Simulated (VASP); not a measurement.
# HC60N3 (a cell with a defect) in VASP: notebook, part 2 of 3

VASP 6.6.1. The steps go on from the part before.

## (3) Single point, LDA

The input, INCAR:

```
  ALGO = Normal
  EDIFF = 1E-6
  ENCUT = 520
  ISIF = 2
  ISMEAR = 0
  LASPH = T
  LCHARG = F
  LREAL = F
  LWAVE = F
  NBANDS = 166
  NELM = 80
  PREC = Accurate
  SIGMA = 0.03
```

The input, KPOINTS:

```
k-points
0
Gamma
  2 2 2
```

The input, POSCAR:

```
HC60N3
1.0
    7.1400000000      0.0000000000      0.0000000000
    0.0000000000      7.1400000000      0.0000000000
    0.0000000000      0.0000000000      7.1400000000
H C N
1 60 3
Direct
    0.5447440000      0.5447440000      0.5447440000
    0.6351474600      0.6351474600      0.6351474600
    0.5014860000      0.7507060000      0.7507060000
    0.7507060000      0.5014860000      0.7507060000
    0.7507060000      0.7507060000      0.5014860000
    0.4950870000      0.2505090000      0.7494590000
    0.4950870000      0.7494590000      0.2505090000
    0.2505090000      0.4950870000      0.7494590000
    0.7494590000      0.4950870000      0.2505090000
    0.2505090000      0.7494590000      0.4950870000
    0.7494590000      0.2505090000      0.4950870000
    0.6235760000      0.3759650000      0.8734240000
    0.6235760000      0.8734240000      0.3759650000
    0.3759650000      0.6235760000      0.8734240000
    0.8734240000      0.6235760000      0.3759650000
    0.3759650000      0.8734240000      0.6235760000
    0.8734240000      0.3759650000      0.6235760000
    0.5050870000      0.2510410000      0.2510410000
    0.2510410000      0.5050870000      0.2510410000
    0.2510410000      0.2510410000      0.5050870000
    0.1273950000      0.6227350000      0.6227350000
    0.6227350000      0.1273950000      0.6227350000
    0.6227350000      0.6227350000      0.1273950000
    0.9999620000      0.4999560000      0.4999560000
    0.4999560000      0.9999620000      0.4999560000
    0.4999560000      0.4999560000      0.9999620000
    0.1278200000      0.3773090000      0.3773090000
    0.3773090000      0.1278200000      0.3773090000
    0.3773090000      0.3773090000      0.1278200000
    0.6239330000      0.8758650000      0.8758650000
    0.8758650000      0.6239330000      0.8758650000
    0.8758650000      0.8758650000      0.6239330000
    0.0011195000      0.7494200000      0.7494200000
    0.7494200000      0.0011195000      0.7494200000
    0.7494200000      0.7494200000      0.0011195000
    0.1237350000      0.3750450000      0.8761320000
    0.1237350000      0.8761320000      0.3750450000
    0.3750450000      0.1237350000      0.8761320000
    0.8761320000      0.1237350000      0.3750450000
    0.3750450000      0.8761320000      0.1237350000
    0.8761320000      0.3750450000      0.1237350000
    0.9987500000      0.2495250000      0.7493430000
    0.9987500000      0.7493430000      0.2495250000
    0.2495250000      0.9987500000      0.7493430000
    0.7493430000      0.9987500000      0.2495250000
    0.2495250000      0.7493430000      0.9987500000
    0.7493430000      0.2495250000      0.9987500000
    0.1237820000      0.1237820000      0.6246850000
    0.1237820000      0.6246850000      0.1237820000
    0.6246850000      0.1237820000      0.1237820000
    0.0017403000      0.2503660000      0.2503660000
    0.2503660000      0.0017403000      0.2503660000
    0.2503660000      0.2503660000      0.0017403000
    0.1249420000      0.8743930000      0.8743930000
    0.8743930000      0.1249420000      0.8743930000
    0.8743930000      0.8743930000      0.1249420000
    0.9999680000      0.9999680000      0.4998950000
    0.9999680000      0.4998950000      0.9999680000
    0.4998950000      0.9999680000      0.9999680000
    0.1254050000      0.1254050000      0.1254050000
    0.9997840000      0.9997840000      0.9997840000
    0.6351560000      0.3648080000      0.3648080000
    0.3648080000      0.6351560000      0.3648080000
    0.3648080000      0.3648080000      0.6351560000
```

Potentials or basis: VASP PAW LDA potentials, release 64 (H, C, N).

Started as:

```sh
cat potpaw_LDA.64/H/POTCAR potpaw_LDA.64/C/POTCAR potpaw_LDA.64/N/POTCAR > POTCAR
mpirun -np 1 vasp_std > vasp.out
```

OUTCAR:

```text
EDIFF = 1E-6
   ENCUT = 520
   ISIF = 2
   ISMEAR = 0
   LASPH = T
   LREAL = F
   NELM = 80
   PREC = Accurate

 ion  position               nearest neighbor table
   1  0.545  0.545  0.545-   2 1.12
   2  0.635  0.635  0.635-   1 1.12   3 1.51   4 1.51   5 1.51
   3  0.501  0.751  0.751-   2 1.51  30 1.54  16 1.55  14 1.55
   4  0.751  0.501  0.751-   2 1.51  31 1.54  17 1.55  12 1.55
   5  0.751  0.751  0.501-   2 1.51  32 1.54  15 1.55  13 1.55
   6  0.495  0.251  0.749-  64 1.48  38 1.54  22 1.56  12 1.56
   7  0.495  0.749  0.251-  63 1.48  40 1.54  23 1.56  13 1.56
[... 52 lines left out ...]
  60  0.125  0.125  0.125-  51 1.54  52 1.54  53 1.54  61 1.55
  61  1.000  1.000  1.000-  54 1.55  55 1.55  56 1.55  60 1.55
  62  0.635  0.365  0.365-  18 1.48  11 1.48   9 1.48
  63  0.365  0.635  0.365-  19 1.48  10 1.48   7 1.48
  64  0.365  0.365  0.635-  20 1.48   8 1.48   6 1.48

  LATTYP: Found a simple cubic cell.
 ALAT       =     7.1400000000

  Lattice vectors:

 A1 = (   7.1400000000,   0.0000000000,   0.0000000000)
 A2 = (   0.0000000000,   7.1400000000,   0.0000000000)
 A3 = (   0.0000000000,   0.0000000000,   7.1400000000)

Analysis of symmetry for initial positions (statically):
=====================================================================
 Subroutine PRICEL returns:
 Original cell was already a primitive cell.

 Routine SETGRP: Setting up the symmetry group for a
 simple cubic supercell.

 Subroutine GETGRP returns: Found  6 space group operations
 (whereof  6 operations were pure point group operations)
 out of a pool of 48 trial point group operations.

The static configuration has the point symmetry C_3v.

Analysis of symmetry for dynamics (positions and initial velocities):
=====================================================================
 Subroutine PRICEL returns:
 Original cell was already a primitive cell.

 Routine SETGRP: Setting up the symmetry group for a
[... 234 lines left out ...]
   GGA     = CA    functional components
   LHFCALC =     F    Hartree Fock is set to
   AEXX    =    0.0000 exact exchange contribution
   IVDW    =     0    specifies the selected vdW correction
   LEPSILON=     F    determine dielectric tensor
   LRPA    =     F    only Hartree local field effects (RPA)
 non-spin polarized calculation
 Gauss-broadening in eV      SIGMA  =   0.03
  energy-cutoff  :      520.00
  volume of cell :      363.99
 maximum number of plane-waves:      9808
 NGX is ok and might be reduce to    54
   NGX = 27   NGY = 27   NGZ = 27

 number of electron     255.9999985 magnetization

 Free energy of the ion-electron system (eV)
  ---------------------------------------------------
  ext. energy  EPLUGINS =         0.00000000
  ---------------------------------------------------
  free energy    TOTEN  =      -635.31795477 eV

  energy without entropy =     -635.31795477  energy(sigma->0) =     -635.31795477

 E-fermi :   9.9897     XC(G=0): -13.4341

 val. band max:        9.8172389333   @ k =   0.0000   0.0000   0.0000
 cond. band min:      13.4612533762   @ k =   0.5000   0.0000   0.0000
 fundamental gap:      3.6440144429
 Fermi energy:         9.9897239018

 k-point     1 :       0.0000    0.0000    0.0000
  band No.  band energies     occupation
      1     -12.1024      2.00000
      2     -10.4509      2.00000
      3     -10.4509      2.00000
      4     -10.0143      2.00000
      5      -9.6307      2.00000
      6      -9.6307      2.00000
[... 561 lines left out ...]
    139      15.3840      0.00000
    140      15.3872      0.00000
 [bands above 140 left out]

------------------------ aborting loop because EDIFF is reached ----------------------------------------

  FORCE on cell =-STRESS in cart. coord.  units (eV):
  Direction    XX          YY          ZZ          XY          YZ          ZX
  --------------------------------------------------------------------------------------
  -------------------------------------------------------------------------------------
  Total      -29.4308882    -29.4308882    -29.4308882     -1.6545906     -1.6545906     -1.6545906
  in kB     -129.5446005   -129.5446005   -129.5446005     -7.2829362     -7.2829362     -7.2829362
  external PRESSURE =    -129.5446005 kB  Pullay stress =       0.0000000 kB

 VOLUME and BASIS-vectors are now :
 -----------------------------------------------------------------------------
  energy-cutoff  :      520.00
  volume of cell :      363.99
      direct lattice vectors                 reciprocal lattice vectors
     7.140000000  0.000000000  0.000000000     0.140056022  0.000000000  0.000000000
     0.000000000  7.140000000  0.000000000     0.000000000  0.140056022  0.000000000
     0.000000000  0.000000000  7.140000000     0.000000000  0.000000000  0.140056022

 POSITION                                       TOTAL-FORCE (eV/Angst)
 -----------------------------------------------------------------------------------
      3.88947      3.88947      3.88947         0.360647      0.360647      0.360647
      4.53495      4.53495      4.53495        -1.006316     -1.006316     -1.006316
      3.58061      5.36004      5.36004         0.100788      0.215522      0.215522
      5.36004      3.58061      5.36004         0.215522      0.100788      0.215522
      5.36004      5.36004      3.58061         0.215522      0.215522      0.100788
      3.53492      1.78863      5.35114        -0.051639      0.073146     -0.072267
[... 56 lines left out ...]
      2.60473      4.53501      2.60473        -0.136234      0.173789     -0.136234
      2.60473      2.60473      4.53501        -0.136234     -0.136234      0.173789
 -----------------------------------------------------------------------------------
    total drift:                               -0.000396     -0.000396     -0.000397

  FREE ENERGIE OF THE ION-ELECTRON SYSTEM (eV)
  ---------------------------------------------------
  free  energy   TOTEN  =      -635.3179547707 eV

  energy  without entropy=     -635.3179547707  energy(sigma->0) =     -635.31795477
```

OSZICAR:

```text
N       E                     dE             d eps       ncg     rms          rms(c)
DAV:   1     0.797940577353E+03    0.79794E+03   -0.13765E+05  1328   0.152E+03
DAV:   2    -0.589882511424E+03   -0.13878E+04   -0.13232E+04  1640   0.294E+02
DAV:   3    -0.659245491462E+03   -0.69363E+02   -0.68787E+02  1624   0.641E+01
DAV:   4    -0.660781512394E+03   -0.15360E+01   -0.15298E+01  1664   0.957E+00
DAV:   5    -0.660821186670E+03   -0.39674E-01   -0.39616E-01  1624   0.155E+00    0.324E+01
DAV:   6    -0.641660202590E+03    0.19161E+02   -0.16448E+01  1528   0.945E+00    0.186E+01
DAV:   7    -0.635343505384E+03    0.63167E+01   -0.16192E+01  1552   0.926E+00    0.446E+00
DAV:   8    -0.635324694922E+03    0.18810E-01   -0.75464E-01  1616   0.233E+00    0.159E+00
DAV:   9    -0.635319200812E+03    0.54941E-02   -0.86474E-02  1608   0.873E-01    0.346E-01
DAV:  10    -0.635317903205E+03    0.12976E-02   -0.13650E-02  1608   0.322E-01    0.950E-02
DAV:  11    -0.635317948049E+03   -0.44843E-04   -0.19934E-03  1624   0.122E-01    0.455E-02
DAV:  12    -0.635317950647E+03   -0.25985E-05   -0.25968E-04  1584   0.433E-02    0.287E-02
DAV:  13    -0.635317954284E+03   -0.36366E-05   -0.21817E-05  1608   0.123E-02    0.126E-02
DAV:  14    -0.635317954771E+03   -0.48706E-06   -0.53485E-06  1456   0.641E-03
   1 F= -.63531795E+03 E0= -.63531795E+03  d E =-.186262E-16
```

stdout:

```text
POSCAR found type information on POSCAR H C N
 POSCAR found :  3 types and      64 ions
 scaLAPACK will be used
 -----------------------------------------------------------------------------
|                                                                             |
|                                                                             |
|     You have a (more or less) 'large supercell' and for larger cells it     |
|     might be more efficient to use real-space projection operators.         |
|     Therefore, try LREAL= Auto in the INCAR file.                           |
|     Mind: For very accurate calculation, you might also keep the            |
|     reciprocal projection scheme (i.e. LREAL=.FALSE.).                      |
|                                                                             |
 -----------------------------------------------------------------------------

 LDA part: xc-table for (Slater(with rela. corr.)+CA(PZ))
 , standard interpolation
 POSCAR, INCAR and KPOINTS ok, starting setup
 FFT: planning ... GRIDC
 FFT: planning ... GRID_SOFT
 FFT: planning ... GRID
 WAVECAR not read
 entering main loop
```

Run time: 5 min. Hardware: 1 thread of Intel Xeon 6975P-C (Granite Rapids), shared host; peak memory 0.4 GiB.

What came out:

| Item | Value |
| --- | --- |
| Free energy | -635.3180 eV |
| Pressure | -13.0 GPa |
| Largest force | 1.743 eV/Å |
| Band gap on the k mesh | 3.64 eV, indirect (least direct gap 3.71 eV) |

Forces in eV/Å, atoms in the order of the input:
```
H    0.361  0.361  0.361
C   -1.006 -1.006 -1.006
C    0.101  0.216  0.216
C    0.216  0.101  0.216
C    0.216  0.216  0.101
C   -0.052  0.073 -0.072
C   -0.052 -0.072  0.073
C    0.073 -0.052 -0.072
C   -0.072 -0.052  0.073
C    0.073 -0.072 -0.052
C   -0.072  0.073 -0.052
C   -0.025  0.023 -0.012
C   -0.025 -0.012  0.023
C    0.023 -0.025 -0.012
C   -0.012 -0.025  0.023
C    0.023 -0.012 -0.025
C   -0.012  0.023 -0.025
C    0.050  0.072  0.072
C    0.072  0.050  0.072
C    0.072  0.072  0.050
C   -0.010  0.001  0.001
C    0.001 -0.010  0.001
C    0.001  0.001 -0.010
C    0.005 -0.004 -0.004
C   -0.004  0.005 -0.004
C   -0.004 -0.004  0.005
C   -0.010 -0.001 -0.001
C   -0.001 -0.010 -0.001
C   -0.001 -0.001 -0.010
C   -0.081  0.106  0.106
C    0.106 -0.081  0.106
C    0.106  0.106 -0.081
C   -0.007 -0.004 -0.004
C   -0.004 -0.007 -0.004
C   -0.004 -0.004 -0.007
C   -0.001 -0.002  0.000
C   -0.001  0.000 -0.002
C   -0.002 -0.001  0.000
C    0.000 -0.001 -0.002
C   -0.002  0.000 -0.001
C    0.000 -0.002 -0.001
C   -0.005  0.006  0.004
C   -0.005  0.004  0.006
C    0.006 -0.005  0.004
C    0.004 -0.005  0.006
C    0.006  0.004 -0.005
C    0.004  0.006 -0.005
C    0.007  0.007 -0.006
C    0.007 -0.006  0.007
C   -0.006  0.007  0.007
C   -0.004 -0.005 -0.005
C   -0.005 -0.004 -0.005
C   -0.005 -0.005 -0.004
C   -0.003  0.000  0.000
C    0.000 -0.003  0.000
C    0.000  0.000 -0.003
C    0.017  0.017  0.026
C    0.017  0.026  0.017
C    0.026  0.017  0.017
C   -0.002 -0.002 -0.002
C    0.002  0.002  0.002
N    0.174 -0.136 -0.136
N   -0.136  0.174 -0.136
N   -0.136 -0.136  0.174
```

Caveat: the k mesh is coarse (spacing up to 0.44 Å⁻¹), so the values aren't converged.

(Continued in part 3 of 3.)
